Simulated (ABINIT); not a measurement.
# Excitons of KBr (Fm-3m) on ever denser meshes, part 2 of 3

Aim: the absorption spectrum of KBr (Fm-3m) with electron-hole interaction, and what each part of the kernel does.

ABINIT 10.8.3; PBE and many-body steps on it, plane waves. Known limits of the many-body steps: not at the basis limit; no spin-orbit coupling; bindings not settled in the k mesh.

So far. Step 5 (Excitons): The lowest state lies at 5.850 eV, 1.124 eV under the direct gap. Step 6 (Triplet (no exchange term)): The lowest triplet lies at 5.809 eV; without spin-orbit coupling triplets are dark, so no spectrum is read.

**7. Beyond Tamm-Dancoff**

Level of this step: Bethe-Salpeter equation on PBE with a scissors shift, plane waves, norm-conserving pseudopotentials (ABINIT).

Input file run.abi:

```
acell 3*1.0 Angstrom
rprim 
  0.000000000000 3.300000000000 3.300000000000
  3.300000000000 -0.000000000000 3.300000000000
  3.300000000000 3.300000000000 0.000000000000
ntypat 2
znucl 19 35
natom 2
typat 1 2
xred 
  0.000000000000 0.000000000000 0.000000000000
  0.500000000000 0.500000000000 0.500000000000
pp_dirpath "pseudos"
pseudos "K.upf, Br.upf"
ecut 33
ngkpt 4 4 4
nshiftk 1
shiftk 0 0 0
kptopt 1
chksymbreak 0
istwfk *1
occopt 1
irdwfk 1
optdriver 99
bs_calctype 1
mbpt_sciss 2.538 eV
bs_loband 6
nband 10
bs_exchange_term 1
bs_coulomb_term 11
bs_coupling 1
bs_algorithm 1
bs_freq_mesh 0 11 0.1 eV
zcut 0.15 eV
ecuteps 4
ecutwfn 16.5
inclvkb 2
irdscr 1
indata_prefix "in"
outdata_prefix "out"
tmpdata_prefix "tmp"
```

Launch:

```bash
$ OMP_NUM_THREADS=1 mpirun -n 4 abinit run.abi > log
```

Numbers of over 12 decimals in the logs are rounded to 6 here.

What it wrote:

```text
.Version 10.8.3 of ABINIT. v10.8.2 released Aug 2026.

 Symmetries : space group Fm -3 m (#225); Bravais cF (face-center cubic)
[... echo of the input left out ...]
== DATASET  1 ==================================================================
-   mpi_nproc: 4, omp_nthreads: 1 (-1 if OMP is not activated)

--- !DatasetInfo
iteration_state: {dtset: 1, }
dimensions: {natom: 2, nkpt: 8, mband: 10, nsppol: 1, nspinor: 1, nspden: 1, mpw: 1588, }
cutoff_energies: {ecut:  16.5, pawecutdg:  -1.0, }
electrons: {nelect:   1.60000000E+01, charge:   0.00000000E+00, occopt:   1.00000000E+00, tsmear:   1.00000000E-02, }

 Exciton: Calculation of dielectric properties by solving the Bethe-Salpeter equation
 in frequency domain and reciprocal space on a transitions basis set.
 Based on a program developed by L. Reining, V. Olevano, F. Sottile,
 S. Albrecht, and G. Onida. Incorporated in ABINIT by M. Giantomassi.

.Using double precision arithmetic ; gwpc =  8

[... cell and pseudopotentials left out ...]
--------------------------------------------------------------------------------

 ==== K-mesh for the wavefunctions ====
 Number of points in the irreducible wedge :     8
[... list of points left out ...]
 Together with 48 symmetry operations and time-reversal symmetry
 yields    64 points in the full Brillouin Zone.

 ==== Q-mesh for the screening function ====
 Number of points in the irreducible wedge :     8
[... list of points left out ...]
 Together with 48 symmetry operations and time-reversal symmetry
 yields    64 points in the full Brillouin Zone.

 vcoul_init : cutoff-mode = AUXILIARY_FUNCTION
 q-points for optical limit:   1
     1)      0.000010    0.000020    0.000030
 setmesh: FFT mesh size selected  =    24x   24x   24
[...]
q = (  0.000000  1.146047  0.000000) [r.l.u.]
 q = (  0.000000  0.000000  1.146047) [r.l.u.]
 q = (  0.000000  0.992506  0.992506) [r.l.u.]
 q = (  0.992506  0.000000  0.992506) [r.l.u.]
 q = (  0.992506  0.992506  0.000000) [r.l.u.]
 Number of electrons calculated from density =   15.9979; Expected =   16.0000
 average of density, n =  0.032983
 r_s =    1.9344
 omega_plasma =   17.5187 [eV]

. Writing resonant excitonic Hamiltonian on file out_BSR; file size=   0.00 [Gb].
. Writing coupling excitonic Hamiltonian on file out_BSC; file size=   0.00 [Gb].
. Direct diagonalization of the full excitonic Hamiltonian, Matrix size= 768
. Using LAPACK sequential version to solve FHv = ev with H positive definite.
 First excitonic eigenvalue:    5.85 [eV].
 Last  excitonic eigenvalue:   11.07 [eV].

 GW  direct gap       6.97  0.00 [eV]
 EXC direct gap       5.85  0.00 [eV]
 EXC binding energy   1.12  0.00 [eV]

 Excitonic eigenvalues up to the GW energy gap [eV]
385 (  5.85  0.00)
386 (  5.86  0.00)
387 (  5.86  0.00)
388 (  6.88  0.00)
389 (  6.89  0.00)
390 (  6.89  0.00)

 Macroscopic dielectric function:
 omega [eV] <KS_RPA_nlf>  <GW_RPA_nlf>  <BSE>
   0.0000   1.8126   0.0000   1.5890   0.0000   1.7196  -0.0000
   0.1000   1.8128   0.0006   1.5891   0.0002   1.7197   0.0004
   0.2000   1.8133   0.0011   1.5893   0.0004   1.7201   0.0008
[...]
0.8000   1.8249   0.0047   1.5935   0.0017   1.7285   0.0034
   0.9000   1.8283   0.0054   1.5947   0.0019   1.7309   0.0039

 Writing KS-RPA macroscopic dielectric function without local fields to file: out_RPA_NLF_MDF
 Writing GW-RPA macroscopic dielectric function without local fields to file: out_GW_NLF_MDF
 Writing EXC Macroscopic dielectric function to file: out_EXC_MDF

== END DATASET(S) ==============================================================
================================================================================

 -outvars: echo values of variables after computation  --------
           etotal      0.0000000000E+00
            nband          10
             nkpt           8
          spgroup         225
 [... the other variables as echoed above ...]

 Calculation completed.
```

Elapsed: 9.6 s, on 4 MPI ranks of Intel Xeon 6975P-C (Granite Rapids), shared host; peak memory 0.39 GiB.

Numbers from this step:

* direct gap of the transition levels: 6.974 eV
* transitions in the window: 384
* lowest state: 5.85 eV
* binding of the lowest state below the direct gap: 1.124 eV
* Coulomb term of one mesh cell: 1.036 eV

The binding is 1.1 times the screened Coulomb term of one mesh cell (1.04 eV), so it is not shown settled.

The lowest state lies at 5.850 eV, 1.124 eV under the direct gap.

**8. Dielectric constant by perturbation theory**

The response to a uniform field gives ε∞, a yardstick for the screening that GW builds on its mesh.

This step: DFT, PBE, linear response to an electric field, plane waves, norm-conserving pseudopotentials.

Input file run.abi:

```
acell 3*1.0 Angstrom
rprim 
  0.000000000000 3.300000000000 3.300000000000
  3.300000000000 -0.000000000000 3.300000000000
  3.300000000000 3.300000000000 0.000000000000
ntypat 2
znucl 19 35
natom 2
typat 1 2
xred 
  0.000000000000 0.000000000000 0.000000000000
  0.500000000000 0.500000000000 0.500000000000
pp_dirpath "pseudos"
pseudos "K.upf, Br.upf"
ecut 33
ngkpt 6 6 6
nshiftk 1
shiftk 0.5 0.5 0.5
chksymbreak 0
ndtset 3
nband 8
occopt 1
istwfk *1
nstep 60
tolwfr1 1e-18
iscf2 -3
rfelfd2 2
kptopt2 2
getwfk2 1
tolwfr2 1e-18
rfelfd3 3
kptopt3 2
getwfk3 1
getddk3 2
tolvrs3 1e-08
rfdir 1 1 1
nqpt2 1
nqpt3 1
qpt 0 0 0
prtwf3 0
prtden 0
optforces1 0
optstress1 0
kptopt1 1
indata_prefix "in"
outdata_prefix "out"
tmpdata_prefix "tmp"
```

What it wrote:

```text
.Version 10.8.3 of ABINIT. v10.8.2 released Aug 2026.

 DATASET    1 : space group Fm -3 m (#225); Bravais cF (face-center cubic)
[... echo of the input left out ...]
== DATASET  1 ==================================================================
-   mpi_nproc: 4, omp_nthreads: 1 (-1 if OMP is not activated)

--- !DatasetInfo
iteration_state: {dtset: 1, }
dimensions: {natom: 2, nkpt: 28, mband: 8, nsppol: 1, nspinor: 1, nspden: 1, mpw: 4417, }
cutoff_energies: {ecut:  33.0, pawecutdg:  -1.0, }
[...]
(from electric field response)
   if specified in the inputs, charge neutrality has been imposed
     j1       j2             matrix element
  dir pert dir pert     real part    imaginary part

[...]
2    2   3    4        -0.0000000000         0.0000000000
   3    2   3    4        -1.1269911822         0.0000000000

== END DATASET(S) ==============================================================
================================================================================

 -outvars: echo values of variables after computation  --------
          spgroup         225
 [... the other variables as echoed above ...]

 Calculation completed.
```

Wall time 100 s (4 MPI ranks); peak memory 0.62 GiB; 6.6 min of CPU time.

The field response gives a mean ε∞ of 2.55, which the model screening below takes as its input.

**9. Model screening**

This step: Bethe-Salpeter equation on PBE with a scissors shift, plane waves, norm-conserving pseudopotentials.

Input file run.abi:

```
acell 3*1.0 Angstrom
rprim 
  0.000000000000 3.300000000000 3.300000000000
  3.300000000000 -0.000000000000 3.300000000000
  3.300000000000 3.300000000000 0.000000000000
ntypat 2
znucl 19 35
natom 2
typat 1 2
xred 
  0.000000000000 0.000000000000 0.000000000000
  0.500000000000 0.500000000000 0.500000000000
pp_dirpath "pseudos"
pseudos "K.upf, Br.upf"
ecut 33
ngkpt 4 4 4
nshiftk 1
shiftk 0 0 0
kptopt 1
chksymbreak 0
istwfk *1
occopt 1
irdwfk 1
optdriver 99
bs_calctype 1
mbpt_sciss 2.538 eV
bs_loband 6
nband 14
bs_exchange_term 1
bs_coulomb_term 21
bs_coupling 0
bs_algorithm 2
bs_freq_mesh 0 13 0.1 eV
zcut 0.15 eV
ecuteps 4
ecutwfn 16.5
inclvkb 2
mdf_epsinf 2.55
irdden 1
bs_haydock_niter 300
bs_haydock_tol -0.02 0
indata_prefix "in"
outdata_prefix "out"
tmpdata_prefix "tmp"
```

What it wrote:

```text
.Version 10.8.3 of ABINIT. v10.8.2 released Aug 2026.

 Symmetries : space group Fm -3 m (#225); Bravais cF (face-center cubic)
[... echo of the input left out ...]
== DATASET  1 ==================================================================
-   mpi_nproc: 4, omp_nthreads: 1 (-1 if OMP is not activated)

--- !DatasetInfo
iteration_state: {dtset: 1, }
dimensions: {natom: 2, nkpt: 8, mband: 14, nsppol: 1, nspinor: 1, nspden: 1, mpw: 1588, }
cutoff_energies: {ecut:  16.5, pawecutdg:  -1.0, }
[...]
0.1000   2.3561   0.0008   2.0176   0.0003   2.1798   0.0005
   0.2000   2.3568   0.0015   2.0179   0.0006   2.1803   0.0010
[...]
0.8000   2.3721   0.0062   2.0239   0.0024   2.1905   0.0041
   0.9000   2.3765   0.0070   2.0256   0.0027   2.1934   0.0047

== END DATASET(S) ==============================================================
================================================================================

 -outvars: echo values of variables after computation  --------
           etotal      0.0000000000E+00
            nband          14
             nkpt           8
          spgroup         225
 [... the other variables as echoed above ...]

 Calculation completed.
```

It took 30 s on 4 MPI ranks; peak memory 0.41 GiB; 2 min of CPU time.

This step gave:

```yaml
direct_gap_of_the_transition_levels: 6.974 eV
transitions_in_the_window: 1152
coulomb_term_of_one_mesh_cell: 0.9633 eV
```

The ε₂ has structure finer than the step of the table below, so its rows give means over 0.25 eV, whole bins alone (the curve runs from 0 to 13 eV). Peaks (eV: height): BSE 6.000: 2.54, 7.100: 5.39, 8.200: 3.12, 10.000: 2.96, 10.500: 3.93; no electron-hole interaction 7.000: 0.909, 8.600: 3.14, 9.500: 5.28, 10.500: 3.77, 11.000: 3.13, 11.900: 4.94; Kohn-Sham, no shift 4.400: 0.880, 5.900: 3.10, 7.000: 5.10, 8.000: 3.78, 9.300: 4.99.

Mean over the three Cartesian directions of q; broadening 0.15 eV; transition window only. Limits: finite bands, cutoff and mesh; no spin-orbit coupling; exciton not shown settled in the k mesh. Table of ε₂ by photon energy; means over each step:

| photon energy (eV) | BSE | no electron-hole interaction | Kohn-Sham, no shift |
| --- | --- | --- | --- |
| 0.25 | 0.00125 | 7.5e-4 | 0.00190 |
| 0.50 | 0.00254 | 0.00150 | 0.00381 |
| 0.75 | 0.00388 | 0.00225 | 0.00580 |
| 1.00 | 0.00524 | 0.00303 | 0.00790 |
| 1.25 | 0.00666 | 0.00387 | 0.0102 |
| 1.50 | 0.00822 | 0.00470 | 0.0126 |
| 1.75 | 0.00988 | 0.00558 | 0.0154 |
| 2.00 | 0.0117 | 0.00651 | 0.0184 |
| 2.25 | 0.0137 | 0.0075 | 0.0221 |
| 2.50 | 0.0160 | 0.00857 | 0.0264 |
| 2.75 | 0.0186 | 0.00975 | 0.0318 |
| 3.00 | 0.0217 | 0.0110 | 0.0387 |
| 3.25 | 0.0253 | 0.0124 | 0.0483 |
| 3.50 | 0.0296 | 0.0140 | 0.0630 |
| 3.75 | 0.0350 | 0.0158 | 0.0898 |
| 4.00 | 0.0419 | 0.0177 | 0.160 |
| 4.25 | 0.0511 | 0.0201 | 0.461 |
| 4.50 | 0.0638 | 0.0228 | 0.707 |
| 4.75 | 0.0829 | 0.0260 | 0.310 |
| 5.00 | 0.115 | 0.0300 | 0.241 |
| 5.25 | 0.177 | 0.0349 | 0.322 |
| 5.50 | 0.346 | 0.0413 | 0.651 |
| 5.75 | 1.08 | 0.0501 | 1.98 |
| 6.00 | 2.08 | 0.0635 | 3.00 |
| 6.25 | 0.903 | 0.0874 | 1.97 |
| 6.50 | 0.673 | 0.146 | 1.58 |
| 6.75 | 1.41 | 0.387 | 3.06 |
| 7.00 | 4.21 | 0.743 | 4.54 |
| 7.25 | 2.83 | 0.352 | 3.35 |
| 7.50 | 1.47 | 0.242 | 2.69 |
| 7.75 | 1.86 | 0.303 | 2.73 |
| 8.00 | 2.07 | 0.568 | 3.47 |
| 8.25 | 2.97 | 1.70 | 2.75 |
| 8.50 | 2.58 | 2.99 | 2.74 |
| 8.75 | 1.64 | 2.19 | 2.35 |
| 9.00 | 1.61 | 1.50 | 3.28 |
| 9.25 | 1.54 | 2.74 | 4.62 |
| 9.50 | 1.60 | 4.55 | 3.88 |
| 9.75 | 1.98 | 3.52 | 3.14 |
| 10.00 | 2.66 | 2.75 | 3.14 |
| 10.25 | 2.45 | 2.64 | 2.68 |
| 10.50 | 3.56 | 3.47 | 2.07 |
| 10.75 | 3.34 | 2.81 | 1.01 |
| 11.00 | 3.28 | 2.81 | 0.733 |
| 11.25 | 2.78 | 2.30 | 0.707 |
| 11.50 | 2.50 | 3.12 | 0.453 |
| 11.75 | 2.70 | 4.48 | 0.246 |
| 12.00 | 2.77 | 4.12 | 0.133 |
| 12.25 | 2.09 | 3.14 | 0.0937 |
| 12.50 | 0.998 | 3.17 | 0.0729 |
| 12.75 | 1.05 | 2.76 | 0.0595 |

**10. Empty states on the mesh, 6×6×6 mesh, 22 bands**

This step: DFT, PBE, plane waves, norm-conserving pseudopotentials.

Input file run.abi:

```
acell 3*1.0 Angstrom
rprim 
  0.000000000000 3.300000000000 3.300000000000
  3.300000000000 -0.000000000000 3.300000000000
  3.300000000000 3.300000000000 0.000000000000
ntypat 2
znucl 19 35
natom 2
typat 1 2
xred 
  0.000000000000 0.000000000000 0.000000000000
  0.500000000000 0.500000000000 0.500000000000
pp_dirpath "pseudos"
pseudos "K.upf, Br.upf"
ecut 33
ngkpt 6 6 6
nshiftk 1
shiftk 0.11 0.21 0.31
kptopt 3
chksymbreak 0
iscf -2
irdden 1
istwfk *1
nband 22
nbdbuf 4
tolwfr 1e-09
nstep 60
prtvol 0
indata_prefix "in"
outdata_prefix "out"
tmpdata_prefix "tmp"
```

What it wrote:

```text
.Version 10.8.3 of ABINIT. v10.8.2 released Aug 2026.

 Symmetries : space group Fm -3 m (#225); Bravais cF (face-center cubic)
[... echo of the input left out ...]
== DATASET  1 ==================================================================
-   mpi_nproc: 4, omp_nthreads: 1 (-1 if OMP is not activated)

--- !DatasetInfo
iteration_state: {dtset: 1, }
dimensions: {natom: 2, nkpt: 216, mband: 22, nsppol: 1, nspinor: 1, nspden: 1, mpw: 4421, }
cutoff_energies: {ecut:  33.0, pawecutdg:  -1.0, }
[...]
-1.02119   -0.45232   -0.41400   -0.41398   -0.41376   -0.00155   -0.00061   -0.00055
   0.16461    0.27804    0.28018    0.28062    0.30988    0.31065    0.42857    0.53953
   0.54062    0.54720    0.56677    0.57993    0.58295    0.63806
 prteigrs : prtvol=0 or 1, do not print more k-points.

== END DATASET(S) ==============================================================
================================================================================

 -outvars: echo values of variables after computation  --------
            nband          22
             nkpt         216
          spgroup         225
 [... the other variables as echoed above ...]

 Calculation completed.
```

Wall time 71 s (4 MPI ranks); peak memory 0.62 GiB; 4.7 min of CPU time.

Numbers from this step:

- gap: 4.494 eV
- k of the valence top: 0.0183, 0.035, 0.0517
- k of the conduction bottom: 0.0183, 0.035, 0.0517
- least direct gap: 4.494 eV
- k points computed: 216
- lowest point of the top converged band, above the valence top: 13.20 eV

On this mesh the gap is 4.494 eV.

**11. Denser, shifted k mesh (6×6×6)**

This step: Bethe-Salpeter equation on PBE with a scissors shift, plane waves, norm-conserving pseudopotentials.

run.abi, as its differences from that of step 10:

```diff
@@ -20,10 +20,23 @@
 chksymbreak 0
-iscf -2
+istwfk *1
+occopt 1
+irdwfk 1
+optdriver 99
+bs_calctype 1
+mbpt_sciss 2.538 eV
+bs_loband 6
+nband 14
+bs_exchange_term 1
+bs_coulomb_term 21
+bs_coupling 0
+bs_algorithm 2
+bs_freq_mesh 0 13 0.1 eV
+zcut 0.15 eV
+ecuteps 3
+ecutwfn 16.5
+inclvkb 2
+mdf_epsinf 2.55
 irdden 1
-istwfk *1
-nband 22
-nbdbuf 4
-tolwfr 1e-09
-nstep 60
-prtvol 0
+bs_haydock_niter 300
+bs_haydock_tol -0.02 0
 indata_prefix "in"
```

What it wrote:

```text
.Version 10.8.3 of ABINIT. v10.8.2 released Aug 2026.

 Symmetries : space group Fm -3 m (#225); Bravais cF (face-center cubic)
[... echo of the input left out ...]
== DATASET  1 ==================================================================
-   mpi_nproc: 4, omp_nthreads: 1 (-1 if OMP is not activated)

--- !DatasetInfo
iteration_state: {dtset: 1, }
dimensions: {natom: 2, nkpt: 216, mband: 14, nsppol: 1, nspinor: 1, nspden: 1, mpw: 1570, }
cutoff_energies: {ecut:  16.5, pawecutdg:  -1.0, }
[...]
0.1000   2.3372   0.0007   2.0064   0.0003   2.2188   0.0005
   0.2000   2.3379   0.0014   2.0067   0.0006   2.2194   0.0011
[...]
0.8000   2.3524   0.0059   2.0125   0.0023   2.2304   0.0045
   0.9000   2.3566   0.0067   2.0142   0.0026   2.2336   0.0051

== END DATASET(S) ==============================================================
================================================================================

 -outvars: echo values of variables after computation  --------
           etotal      0.0000000000E+00
            nband          14
             nkpt         216
          spgroup         225
 [... the other variables as echoed above ...]

 Calculation completed.
```

Elapsed: 4.7 min, on 4 MPI ranks; peak memory 2.2 GiB.

This step gave:

```yaml
direct_gap_of_the_transition_levels: 7.032 eV
transitions_in_the_window: 3888
coulomb_term_of_one_mesh_cell: 0.6422 eV
```

The ε₂ has structure finer than the step of the table below, so its rows give means over 0.5 eV, whole bins alone (the curve runs from 0 to 13 eV). Peaks (eV: height): BSE 6.20: 3.43, 6.70: 2.75, 7.70: 4.93, 10.10: 4.76; no electron-hole interaction 9.60: 4.46, 11.80: 4.36; Kohn-Sham, no shift 7.10: 4.50, 9.20: 4.37.

Mean over the three Cartesian directions of q; broadening 0.15 eV; transition window only. Limits: finite bands, cutoff and mesh; no spin-orbit coupling; exciton not shown settled in the k mesh. ε₂ against photon energy; means over each step:

| photon energy (eV) | BSE | no electron-hole interaction | Kohn-Sham, no shift |
| --- | --- | --- | --- |
| 0.5 | 0.00277 | 0.00146 | 0.00364 |
| 1.0 | 0.00570 | 0.00296 | 0.00752 |
| 1.5 | 0.00891 | 0.00455 | 0.0119 |
| 2.0 | 0.0127 | 0.00632 | 0.0173 |
| 2.5 | 0.0174 | 0.00832 | 0.0243 |
| 3.0 | 0.0235 | 0.0106 | 0.0344 |
| 3.5 | 0.0320 | 0.0134 | 0.0514 |
| 4.0 | 0.0449 | 0.0169 | 0.0944 |
| 4.5 | 0.0669 | 0.0215 | 0.275 |
| 5.0 | 0.112 | 0.0278 | 0.663 |
| 5.5 | 0.253 | 0.0372 | 0.914 |
| 6.0 | 1.55 | 0.0529 | 1.40 |
| 6.5 | 2.63 | 0.0912 | 2.83 |
| 7.0 | 1.84 | 0.263 | 3.95 |
| 7.5 | 3.36 | 0.621 | 3.53 |
| 8.0 | 2.97 | 0.919 | 2.58 |
| 8.5 | 1.74 | 1.31 | 2.28 |
| 9.0 | 1.73 | 2.76 | 3.60 |
| 9.5 | 1.83 | 3.87 | 3.80 |
| 10.0 | 3.52 | 3.62 | 2.98 |
| 10.5 | 3.96 | 2.64 | 1.99 |
| 11.0 | 2.80 | 2.26 | 1.04 |
| 11.5 | 1.72 | 3.48 | 0.385 |
| 12.0 | 1.20 | 3.87 | 0.134 |
| 12.5 | 0.763 | 3.05 | 0.0735 |

**12. Empty states on the mesh, 8×8×8 mesh, 22 bands**

This step: DFT, PBE, plane waves, norm-conserving pseudopotentials.

Input file run.abi:

```
acell 3*1.0 Angstrom
rprim 
  0.000000000000 3.300000000000 3.300000000000
  3.300000000000 -0.000000000000 3.300000000000
  3.300000000000 3.300000000000 0.000000000000
ntypat 2
znucl 19 35
natom 2
typat 1 2
xred 
  0.000000000000 0.000000000000 0.000000000000
  0.500000000000 0.500000000000 0.500000000000
pp_dirpath "pseudos"
pseudos "K.upf, Br.upf"
ecut 33
ngkpt 8 8 8
nshiftk 1
shiftk 0.11 0.21 0.31
kptopt 3
chksymbreak 0
iscf -2
irdden 1
istwfk *1
nband 22
nbdbuf 4
tolwfr 1e-09
nstep 60
prtvol 0
indata_prefix "in"
outdata_prefix "out"
tmpdata_prefix "tmp"
```

What it wrote:

```text
.Version 10.8.3 of ABINIT. v10.8.2 released Aug 2026.

 Symmetries : space group Fm -3 m (#225); Bravais cF (face-center cubic)
[... echo of the input left out ...]
== DATASET  1 ==================================================================
-   mpi_nproc: 4, omp_nthreads: 1 (-1 if OMP is not activated)

--- !DatasetInfo
iteration_state: {dtset: 1, }
dimensions: {natom: 2, nkpt: 512, mband: 22, nsppol: 1, nspinor: 1, nspden: 1, mpw: 4420, }
cutoff_energies: {ecut:  33.0, pawecutdg:  -1.0, }
[...]
-1.02119   -0.45225   -0.41399   -0.41398   -0.41386   -0.00103   -0.00050   -0.00046
   0.16376    0.27856    0.27977    0.28001    0.30964    0.31007    0.42737    0.54271
   0.54326    0.54731    0.57035    0.57833    0.58009    0.63688
 prteigrs : prtvol=0 or 1, do not print more k-points.

== END DATASET(S) ==============================================================
================================================================================

 -outvars: echo values of variables after computation  --------
            nband          22
             nkpt         512
          spgroup         225
 [... the other variables as echoed above ...]

 Calculation completed.
```

Wall time 2.6 min (4 MPI ranks); peak memory 1.1 GiB.

This step gave:

```yaml
gap: 4.469 eV
k_of_the_valence_top: 0.0138, 0.0263, 0.0388
k_of_the_conduction_bottom: 0.0138, 0.0263, 0.0388
least_direct_gap: 4.469 eV
k_points_computed: 512
lowest_point_of_the_top_converged_band_above_the_valence_top: 13.37 eV
```

On this mesh the gap is 4.469 eV.

[end of part 2 of 3]

[Paths, hosts, dates, memory and timing lines, banners, echoed tables and standing remarks are left out of the program output.]

[Logs are printed without paths, hosts, clocks, repeated set-up lines and the standing remarks that a program may print on its own settings, such as how far it seeks lower states.]

[Runs of the session that timed out or met a known fault of the program may be left out.]

[Hosts, paths, dates, database ids (printed as entryN), source tags and the programs' standing remarks are cut or masked in the printed files.]

[G0W0 gaps are taken among the corrected bands and points alone; a level outside them can change the order at an edge.]

[Where Ansatz stands beside ABINIT at settings called matched, ABINIT's density can come from a denser mesh and the files from another edition; pairs whose starting gaps differed by over 0.03 eV were left out, so agreement reads better than it is.]
